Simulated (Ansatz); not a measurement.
Run on TiO2 (fluorite type): DFT, PBE, all-electron LAPW, scalar-relativistic (Ansatz 0.2.0).

The cell comes from a relaxation on PAW files under the same functional, begun from a prototype that needn't be the stable phase.

Command: `ansatz run input.yaml --threads 1 --pin off --max-ram 3072MiB --backend cpu --events-out ev --progress --plain --runs-dir out` It took 15 s on 1 thread of Intel(R) Xeon(R) 6975P-C (Granite Rapids), with other jobs on the host, peak memory 0.44 GiB.

```yaml
crystal:
  lattice:
    - [0.0, 2.414994261, 2.414994261]
    - [2.414994261, 0.0, 2.414994261]
    - [2.414994261, 2.414994261, 0.0]
  atoms:
    - { symbol: Ti, position: [0.0, 0.0, 0.0] }
    - { symbol: O, position: [0.25, 0.25, 0.25] }
    - { symbol: O, position: [0.75, 0.75, 0.75] }
kpoints:
  mp_grid: { grid: [12, 12, 12] }
  band_path:
    path:
      - [0.0, 0.0, 0.0]
      - [0.5, 0.0, 0.5]
      - [0.625, 0.25, 0.625]
      - [0.375, 0.375, 0.75]
      - [0.0, 0.0, 0.0]
      - [0.5, 0.5, 0.5]
      - [0.5, 0.25, 0.75]
      - [0.5, 0.0, 0.5]
    npoints: 14
scf:
  occupations: { method: fermi_dirac, width: 0.1 }
hamiltonian:
  xc: pbe
  pseudopotentials: { kind: all_electron, lapw: { basis_error: 0.001 } }
output:
  forces: true
  stress: true
  eigenvalues: true
  populations: true
  dos: { projected: true, de: 0.2, e_range: [-14, 8] }
```

Output:

```
Ti: projections on atomic orbitals take those of the free atom 1s2 2s2 2p6 3s2 3p6 3d2 4s2, of charge +0.00 (hamiltonian.pseudopotentials.projection_atoms)
O: projections on atomic orbitals take those of the free atom 1s2 2s2 2p4, of charge +0.00 (hamiltonian.pseudopotentials.projection_atoms)
LAPW: plane waves up to 9.755 Å⁻¹, error target 1.0e-3 eV per atom; small_component_spin mean_spin; O in spheres of 0.963 Å, 8 of its electrons in bands, Dirac shells []; Ti in spheres of 1.128 Å, 20 of its electrons in bands, Dirac shells [] (how accurate: hamiltonian.pseudopotentials.lapw.basis_error, Limitations)
Engine: ansatz 0.2.0
Pseudopotentials: kind: all_electron
Pseudopotential: Ti, LAPW, valence charge 20, lapw/all_electron/scalar/gaussian/Ti, Koelling and Harmon's equation, gaussian nucleus
Pseudopotential: O, LAPW, valence charge 8, lapw/all_electron/scalar/gaussian/O, Koelling and Harmon's equation, gaussian nucleus
Functional definition: PBE
  parameter kappa = 0.804
  parameter beta = 0.06672455060314922
  exchange = pbe_x(kappa = kappa, mu = beta*pi^2/3)
  correlation = pbe_c(beta = beta)
Crystal: 3 atoms, lattice volume = 28.169 Å³
Basis set: ecut = 362.55070849110604 eV, 459 PW (Γ), exchange–correlation at level 2
Bands: 22, of which v1, the nominal top of the filled ones, is band 18 counted from 1 (17 counted from 0)
Symmetry: 48 space group operations
Space group: Fm-3m (ITA 225), of the structure as read, at distance tolerance 3.0e-5 Å
k-points: 72 of 1728
Non-local potential: Ti, projectors of the file, none
Non-local potential: O, projectors of the file, none
Initial density: superposition of atomic densities (chi_scale 0.1, normalization cell, long waves kept (reshape's long-wave potential 0.00 eV rms))
Initial wavefunctions: plane waves of lowest kinetic energy (no species holds an atomic orbital)
Functional: x = pbe(κ = 0.804, μ = 0.2195149727645171), c = pbe(β = 0.06672455060314922)
iter 1 solved again at ethr=2.64e-2 eV; its pass at ethr=1.00e-1 eV (dr2=9.50e0 eV) is discarded
SCF iter   1: F=—  HF=-27338.672924 eV  |F-HF|=—  |Δ(HF+E_count)|=         —  Δρ=1.74e-1  dr2=9.50e0  ethr=2.64e-2  ⟨swp⟩=2.0  Hψ=9641  notcnv=0
preconditioner: auto → none  [insulator: Δε(μ)=6.026 eV  Ē_g=19.688 eV  σ=0.100 eV  W_gap=1.00  n_scr=14 (ndim 8)  ℏωp=32.8 eV  f_vac=0.000  D(μ)=0.00/eV (n_scr^D=0)  ε∞_Penn≈3.8]
SCF iter   2: F=—  HF=-27344.601300 eV  |F-HF|=—  |Δ(HF+E_count)|=    5.93e0  Δρ=4.27e-1  dr2=6.35e1  ethr=2.64e-2  ⟨swp⟩=3.0  Hψ=5235  notcnv=0  recentre
SCF iter   3: F=—  HF=-27335.226550 eV  |F-HF|=—  |Δ(HF+E_count)|=    9.37e0  Δρ=1.11e-1  dr2=4.00e0  ethr=2.64e-2  ⟨swp⟩=3.0  Hψ=5017  notcnv=0
SCF iter   4: F=—  HF=-27333.724267 eV  |F-HF|=—  |Δ(HF+E_count)|=    1.50e0  Δρ=5.13e-2  dr2=8.63e-1  ethr=1.11e-2  ⟨swp⟩=2.0  Hψ=4887  notcnv=0
SCF iter   5: F=—  HF=-27333.553336 eV  |F-HF|=—  |Δ(HF+E_count)|=         —  Δρ=3.42e-2  dr2=4.18e-1  ethr=2.40e-3  ⟨swp⟩=2.6  Hψ=5233  notcnv=0
the basis was enlarged: its passes take 377.6 KiB over the memory plan, 1 of 1 planned eigensolver slots
SCF iter   6: F=—  HF=-27333.502574 eV  |F-HF|=—  |Δ(HF+E_count)|=   5.08e-2  Δρ=2.90e-2  dr2=3.00e-1  ethr=1.16e-3  ⟨swp⟩=2.0  Hψ=4787  notcnv=0
SCF iter   7: F=—  HF=-27333.426506 eV  |F-HF|=—  |Δ(HF+E_count)|=   7.61e-2  Δρ=1.67e-2  dr2=9.92e-2  ethr=8.34e-4  ⟨swp⟩=2.0  Hψ=4832  notcnv=0
SCF iter   8: F=—  HF=-27333.397420 eV  |F-HF|=—  |Δ(HF+E_count)|=   2.91e-2  Δρ=8.50e-3  dr2=2.56e-2  ethr=2.76e-4  ⟨swp⟩=2.0  Hψ=4892  notcnv=0
iter 9 solved again at ethr=6.17e-6 eV; its pass at ethr=7.10e-5 eV (dr2=2.22e-3 eV) is discarded
SCF iter   9: F=—  HF=-27333.388023 eV  |F-HF|=—  |Δ(HF+E_count)|=   9.40e-3  Δρ=2.51e-3  dr2=2.22e-3  ethr=6.17e-6  ⟨swp⟩=2.0  Hψ=8245  notcnv=0
SCF iter  10: F=—  HF=-27333.387098 eV  |F-HF|=—  |Δ(HF+E_count)|=   9.25e-4  Δρ=1.61e-4  dr2=9.16e-6  ethr=6.17e-6  ⟨swp⟩=2.3  Hψ=4974  notcnv=0
SCF iter  11: F=-27333.387094 eV  HF=-27333.387094 eV  |F-HF|=5.72e-8  |Δ(HF+E_count)|=   4.19e-6  Δρ=8.25e-6  dr2=2.21e-8  ethr=2.54e-8  ⟨swp⟩=2.4  Hψ=4961  notcnv=0
SCF 1 converged in 11 iterations: F = -27333.387094 eV  dr2 = 2.21e-8
NSCF: frozen V_eff on 99 k-points
SCF converged after 11 iterations
Free energy (F): -27333.387094 eV
Harris-Foulkes:  -27333.387094 eV  (|F-HF|=5.72e-8)
Internal energy: -27333.386869 eV  (E = F + TS)
E sigma→0 (E₀):  -27333.386981 eV
Entropy (-TS):   -0.000225 eV (-0.075 meV/atom)
Fermi energy:    12.668919 eV
--- Per-component energies (eV) ---
  E_band       = -5719.039670
  E_kinetic    = 27550.889353
  E_xc         = -1613.445074
  E_electrostatic = -53270.831148  (all electrons and nuclei)
  E_smearing   = -0.000225  (= −TS)
  E_closure    = 0.000000  (closes the sum)
  E_atoms      = -27308.428057  (free atoms, spherical and without spin; not in F)
  Σ components = -27333.387094   (vs F -27333.387094, Δ=0.00e0)
  Basis errors (estimates in eV, not in F): energy 3.7e-4 per atom: plane waves 3.2e-4 (1.8e-4 summed), levels above the bands 3.8e-18, relativity 7.2e-8, radial functions 4.2e-5, core shells 9.8e-14; eigenvalues (radial functions only) 2.7e-6; not estimated: angular momenta, meshes, grids; target (lapw.basis_error) 1.0e-3; muffin-tin radii O 0.963 Å, Ti 1.128 Å
--- Forces (eV/Å), atoms counted from 1 ---
  atom   1  Ti     0.00000000    -0.00000000     0.00000000
  atom   2  O      0.00000000    -0.00000000    -0.00000000
  atom   3  O      0.00000000     0.00000000    -0.00000000
  max |Σ_I F_I| component: 1.39e-17 eV/Å
--- Stress (GPa, compression-positive) ---
        0.088664       0.000000       0.000000
        0.000000       0.088664       0.000000
        0.000000       0.000000       0.088664
  P = ⅓ Tr σ = 0.0887 GPa (0.887 kbar)
--- Band table (eV; the first three rows and the last of 72) ---
  k-point 0: bands = ["-520.5236", "-492.8397", "-492.8397", "-427.7616", "-427.7616", "-427.7616", "-45.6165", "-21.7082", "-21.7082", "-21.7082", "-7.4175", "-3.7179", "6.2754", "6.2754", "6.2754", "11.2914", "11.2914", "11.2914", "13.2667", "13.2667", "17.3771", "17.3771"]
  k-point 1: bands = ["-520.5236", "-492.8397", "-492.8397", "-427.7616", "-427.7616", "-427.7616", "-45.6151", "-21.7243", "-21.7101", "-21.7101", "-7.3364", "-3.8136", "6.3391", "6.3391", "6.4574", "11.0923", "11.0923", "11.0947", "13.4222", "13.4222", "17.1794", "17.3117"]
  k-point 2: bands = ["-520.5236", "-492.8397", "-492.8397", "-427.7616", "-427.7616", "-427.7616", "-45.6113", "-21.7677", "-21.7153", "-21.7153", "-7.1078", "-4.0666", "6.5185", "6.5185", "6.9463", "10.6022", "10.6707", "10.6707", "13.6967", "13.6967", "16.6301", "17.1585"]
  k-point 71: bands = ["-520.5236", "-492.8397", "-492.8397", "-427.7616", "-427.7616", "-427.7616", "-45.5888", "-21.8646", "-21.8646", "-21.7786", "-5.3704", "-5.3704", "6.0682", "6.3642", "8.8648", "8.8648", "10.2154", "11.9102", "13.9773", "14.3051", "15.3183", "15.3183"]
--- Löwdin populations: 3 sites ---
  site symbol       q [e]
     0     Ti     20.5713
     1      O      8.6756
     2      O      8.6756
  spilling = 0.002040 (of n_electrons = 38.000000)
```

populations.tsv:

```
# site	symbol	l	j	q
# orbitals = lowdin
# n_electrons = 38.000000
# spilling = 0.002040
# projection_atom_Ti: 1s2 2s2 2p6 3s2 3p6 3d2 4s2
# projection_atom_O: 1s2 2s2 2p4
0	Ti	0_1S	-	1.999984
0	Ti	0_2S	-	1.999079
0	Ti	0_3S	-	1.969849
0	Ti	0_4S	-	0.414346
0	Ti	1_2P	-	5.999983
0	Ti	1_3P	-	5.992085
0	Ti	2_3D	-	2.195970
1	O	0_1S	-	1.998313
1	O	0_2S	-	1.778014
1	O	1_2P	-	4.899263
2	O	0_1S	-	1.998313
2	O	0_2S	-	1.778014
2	O	1_2P	-	4.899263
```

Next run (volume at 0.94 of the series' base cell), as changes to the input before:

```diff
   lattice:
-    - [0.0, 2.414994261, 2.414994261]
-    - [2.414994261, 0.0, 2.414994261]
-    - [2.414994261, 2.414994261, 0.0]
+    - [0.0, 2.3656948307, 2.3656948307]
+    - [2.3656948307, 0.0, 2.3656948307]
+    - [2.3656948307, 2.3656948307, 0.0]
   atoms:
   mp_grid: { grid: [12, 12, 12] }
-  band_path:
-    path:
-      - [0.0, 0.0, 0.0]
-      - [0.5, 0.0, 0.5]
-      - [0.625, 0.25, 0.625]
-      - [0.375, 0.375, 0.75]
-      - [0.0, 0.0, 0.0]
-      - [0.5, 0.5, 0.5]
-      - [0.5, 0.25, 0.75]
-      - [0.5, 0.0, 0.5]
-    npoints: 14
 scf:
   populations: true
-  dos: { projected: true, de: 0.2, e_range: [-14, 8] }
```

Command: `ansatz run input.yaml --threads 1 --pin off --max-ram 3072MiB --backend cpu --events-out ev --progress --plain --runs-dir out` It took 12 s on 1 thread of Intel(R) Xeon(R) 6975P-C (Granite Rapids) (shared host), peak memory 0.44 GiB.

Results part of the output:

```
SCF 1 converged in 11 iterations: F = -27333.298393 eV  dr2 = 4.23e-8
SCF converged after 11 iterations
Free energy (F): -27333.298393 eV
Harris-Foulkes:  -27333.298393 eV  (|F-HF|=9.16e-8)
Internal energy: -27333.298252 eV  (E = F + TS)
E sigma→0 (E₀):  -27333.298323 eV
Entropy (-TS):   -0.000141 eV (-0.047 meV/atom)
Fermi energy:    13.839837 eV
--- Per-component energies (eV) ---
  E_band       = -5679.193864
  E_kinetic    = 27559.337904
  E_xc         = -1615.407912
  E_electrostatic = -53277.228244  (all electrons and nuclei)
  E_smearing   = -0.000141  (= −TS)
  E_closure    = 0.000000  (closes the sum)
  E_atoms      = -27308.428057  (free atoms, spherical and without spin; not in F)
  Σ components = -27333.298393   (vs F -27333.298393, Δ=0.00e0)
  Basis errors (estimates in eV, not in F): energy 3.7e-4 per atom: plane waves 3.3e-4 (1.9e-4 summed), levels above the bands 2.0e-18, relativity 6.8e-8, radial functions 4.0e-5, core shells 1.1e-13; eigenvalues (radial functions only) 1.4e-6; not estimated: angular momenta, meshes, grids; target (lapw.basis_error) 1.0e-3; muffin-tin radii O 0.944 Å, Ti 1.104 Å
--- Forces (eV/Å), atoms counted from 1 ---
  atom   1  Ti     0.00000000    -0.00000000    -0.00000000
  atom   2  O     -0.00000000    -0.00000000    -0.00000000
  atom   3  O      0.00000000    -0.00000000    -0.00000000
  max |Σ_I F_I| component: 1.27e-17 eV/Å
--- Stress (GPa, compression-positive) ---
       17.659906       0.000000      -0.000000
        0.000000      17.659906      -0.000000
       -0.000000      -0.000000      17.659906
  P = ⅓ Tr σ = 17.6599 GPa (176.599 kbar)
--- Band table (eV; the first three rows and the last of 72) ---
  k-point 0: bands = ["-519.1536", "-491.6833", "-491.6833", "-426.3874", "-426.3874", "-426.3874", "-44.3545", "-20.4521", "-20.4521", "-20.4521", "-6.7400", "-2.6550", "6.9668", "6.9668", "6.9668", "12.3701", "12.3701", "12.3701", "14.4500", "14.4500", "18.9708", "18.9708"]
  k-point 1: bands = ["-519.1536", "-491.6833", "-491.6833", "-426.3874", "-426.3874", "-426.3874", "-44.3526", "-20.4736", "-20.4545", "-20.4545", "-6.6484", "-2.7676", "7.0356", "7.0356", "7.1735", "12.1496", "12.1496", "12.1703", "14.6281", "14.6281", "18.7503", "18.8970"]
  k-point 2: bands = ["-519.1536", "-491.6833", "-491.6833", "-426.3874", "-426.3874", "-426.3874", "-44.3473", "-20.5318", "-20.4613", "-20.4613", "-6.3913", "-3.0603", "7.2289", "7.2289", "7.7235", "11.6673", "11.6907", "11.6907", "14.9405", "14.9405", "18.1442", "18.7247"]
  k-point 71: bands = ["-519.1536", "-491.6833", "-491.6833", "-426.3874", "-426.3874", "-426.3874", "-44.3159", "-20.6598", "-20.6598", "-20.5448", "-4.4712", "-4.4712", "6.7816", "7.1402", "9.7840", "9.7840", "11.2140", "13.0191", "15.2563", "15.6144", "16.7860", "16.7860"]
--- Löwdin populations: 3 sites ---
  site symbol       q [e]
     0     Ti     20.5987
     1      O      8.6634
     2      O      8.6634
  spilling = 0.001960 (of n_electrons = 38.000000)
```

Next run (volume at 0.88 of the series' base cell), as changes to the input before:

```diff
   lattice:
-    - [0.0, 2.3656948307, 2.3656948307]
-    - [2.3656948307, 0.0, 2.3656948307]
-    - [2.3656948307, 2.3656948307, 0.0]
+    - [0.0, 2.3142502914, 2.3142502914]
+    - [2.3142502914, 0.0, 2.3142502914]
+    - [2.3142502914, 2.3142502914, 0.0]
   atoms:
```

Command: `ansatz run input.yaml --threads 1 --pin off --max-ram 3072MiB --backend cpu --events-out ev --progress --plain --runs-dir out` It took 12 s on 1 thread of Intel(R) Xeon(R) 6975P-C (Granite Rapids), on a shared host, peak memory 0.44 GiB.

Results part of the output:

```
SCF 1 converged in 11 iterations: F = -27332.991481 eV  dr2 = 1.19e-8
SCF converged after 11 iterations
Free energy (F): -27332.991481 eV
Harris-Foulkes:  -27332.991481 eV  (|F-HF|=2.41e-8)
Internal energy: -27332.991392 eV  (E = F + TS)
E sigma→0 (E₀):  -27332.991436 eV
Entropy (-TS):   -0.000089 eV (-0.030 meV/atom)
Fermi energy:    15.153532 eV
--- Per-component energies (eV) ---
  E_band       = -5634.232260
  E_kinetic    = 27569.497564
  E_xc         = -1617.663706
  E_electrostatic = -53284.825250  (all electrons and nuclei)
  E_smearing   = -0.000089  (= −TS)
  E_closure    = 0.000000  (closes the sum)
  E_atoms      = -27308.428057  (free atoms, spherical and without spin; not in F)
  Σ components = -27332.991481   (vs F -27332.991481, Δ=0.00e0)
  Basis errors (estimates in eV, not in F): energy 3.8e-4 per atom: plane waves 3.4e-4 (1.9e-4 summed), levels above the bands 1.7e-19, relativity 5.7e-8, radial functions 4.3e-5, core shells 1.2e-13; eigenvalues (radial functions only) 1.5e-6; not estimated: angular momenta, meshes, grids; target (lapw.basis_error) 1.0e-3; muffin-tin radii O 0.924 Å, Ti 1.080 Å
--- Forces (eV/Å), atoms counted from 1 ---
  atom   1  Ti     0.00000000    -0.00000000    -0.00000000
  atom   2  O     -0.00000000    -0.00000000     0.00000000
  atom   3  O      0.00000000     0.00000000    -0.00000000
  max |Σ_I F_I| component: 9.25e-18 eV/Å
--- Stress (GPa, compression-positive) ---
       41.815562      -0.000000       0.000000
       -0.000000      41.815562       0.000000
        0.000000       0.000000      41.815562
  P = ⅓ Tr σ = 41.8156 GPa (418.156 kbar)
--- Band table (eV; the first three rows and the last of 72) ---
  k-point 0: bands = ["-517.5988", "-490.3808", "-490.3808", "-424.8279", "-424.8279", "-424.8279", "-42.9436", "-19.0451", "-19.0451", "-19.0451", "-5.9683", "-1.4520", "7.7430", "7.7430", "7.7430", "13.5878", "13.5878", "13.5878", "15.7725", "15.7725", "20.7734", "20.7734"]
  k-point 1: bands = ["-517.5988", "-490.3808", "-490.3808", "-424.8279", "-424.8279", "-424.8279", "-42.9409", "-19.0745", "-19.0484", "-19.0484", "-5.8638", "-1.5860", "7.8177", "7.8177", "7.9804", "13.3416", "13.3416", "13.3853", "15.9787", "15.9787", "20.5253", "20.6896"]
  k-point 2: bands = ["-517.5988", "-490.3808", "-490.3808", "-424.8279", "-424.8279", "-424.8279", "-42.9334", "-19.1535", "-19.0574", "-19.0574", "-5.5722", "-1.9274", "8.0269", "8.0269", "8.6052", "12.8397", "12.8397", "12.8726", "16.3372", "16.3372", "19.8506", "20.4942"]
  k-point 71: bands = ["-517.5988", "-490.3808", "-490.3808", "-424.8279", "-424.8279", "-424.8279", "-42.8889", "-19.3248", "-19.3248", "-19.1690", "-3.4455", "-3.4455", "7.5943", "8.0236", "10.8265", "10.8265", "12.3385", "14.2694", "16.6939", "17.0890", "18.4481", "18.4481"]
--- Löwdin populations: 3 sites ---
  site symbol       q [e]
     0     Ti     20.6321
     1      O      8.6482
     2      O      8.6482
  spilling = 0.001885 (of n_electrons = 38.000000)
```

Next run (volume at 0.8 of the series' base cell), as changes to the input before:

```diff
   lattice:
-    - [0.0, 2.3142502914, 2.3142502914]
-    - [2.3142502914, 0.0, 2.3142502914]
-    - [2.3142502914, 2.3142502914, 0.0]
+    - [0.0, 2.241882079, 2.241882079]
+    - [2.241882079, 0.0, 2.241882079]
+    - [2.241882079, 2.241882079, 0.0]
   atoms:
```

Results part of the output:

```
SCF 1 converged in 11 iterations: F = -27332.095733 eV  dr2 = 4.61e-10
SCF converged after 11 iterations
Free energy (F): -27332.095733 eV
Harris-Foulkes:  -27332.095733 eV  (|F-HF|=2.56e-9)
Internal energy: -27332.095682 eV  (E = F + TS)
E sigma→0 (E₀):  -27332.095708 eV
Entropy (-TS):   -0.000051 eV (-0.017 meV/atom)
Fermi energy:    17.174133 eV
--- Per-component energies (eV) ---
  E_band       = -5564.566631
  E_kinetic    = 27586.455377
  E_xc         = -1621.233248
  E_electrostatic = -53297.317811  (all electrons and nuclei)
  E_smearing   = -0.000051  (= −TS)
  E_closure    = 0.000000  (closes the sum)
  E_atoms      = -27308.428057  (free atoms, spherical and without spin; not in F)
  Σ components = -27332.095733   (vs F -27332.095733, Δ=0.00e0)
  Basis errors (estimates in eV, not in F): energy 3.9e-4 per atom: plane waves 3.5e-4 (2.0e-4 summed), levels above the bands 7.0e-22, relativity 4.2e-8, radial functions 4.3e-5, core shells 1.3e-13; eigenvalues (radial functions only) 1.6e-6; not estimated: angular momenta, meshes, grids; target (lapw.basis_error) 1.0e-3; muffin-tin radii O 0.896 Å, Ti 1.045 Å
--- Forces (eV/Å), atoms counted from 1 ---
  atom   1  Ti     0.00000000    -0.00000000     0.00000000
  atom   2  O      0.00000000     0.00000000     0.00000000
  atom   3  O      0.00000000    -0.00000000    -0.00000000
  max |Σ_I F_I| component: 6.94e-18 eV/Å
--- Stress (GPa, compression-positive) ---
       88.978187      -0.000000      -0.000000
       -0.000000      88.978187       0.000000
       -0.000000       0.000000      88.978187
  P = ⅓ Tr σ = 88.9782 GPa (889.782 kbar)
--- Band table (eV; the first three rows and the last of 72) ---
  k-point 0: bands = ["-515.1760", "-488.3668", "-488.3668", "-422.3975", "-422.3975", "-422.3975", "-40.7891", "-16.8881", "-16.8881", "-16.8881", "-4.7477", "0.4227", "8.9391", "8.9391", "8.9391", "15.4772", "15.4772", "15.4772", "17.7964", "17.7964", "23.5762", "23.5762"]
  k-point 1: bands = ["-515.1760", "-488.3668", "-488.3668", "-422.3975", "-422.3975", "-422.3975", "-40.7846", "-16.9337", "-16.8930", "-16.8930", "-4.6206", "0.2496", "9.0233", "9.0233", "9.2315", "15.1877", "15.1877", "15.2720", "18.0518", "18.0518", "23.2807", "23.4754"]
  k-point 2: bands = ["-515.1760", "-488.3668", "-488.3668", "-422.3975", "-422.3975", "-422.3975", "-40.7724", "-17.0557", "-16.9064", "-16.9064", "-4.2701", "-0.1753", "9.2579", "9.2579", "9.9845", "14.6173", "14.6173", "14.7493", "18.4893", "18.4893", "22.4898", "23.2409"]
  k-point 71: bands = ["-515.1760", "-488.3668", "-488.3668", "-422.3975", "-422.3975", "-422.3975", "-40.6997", "-17.3130", "-17.3130", "-17.0748", "-1.8251", "-1.8251", "8.8732", "9.4108", "12.4563", "12.4563", "14.0778", "16.2074", "18.9114", "19.3706", "21.0358", "21.0358"]
--- Löwdin populations: 3 sites ---
  site symbol       q [e]
     0     Ti     20.6883
     1      O      8.6216
     2      O      8.6216
  spilling = 0.001804 (of n_electrons = 38.000000)
```
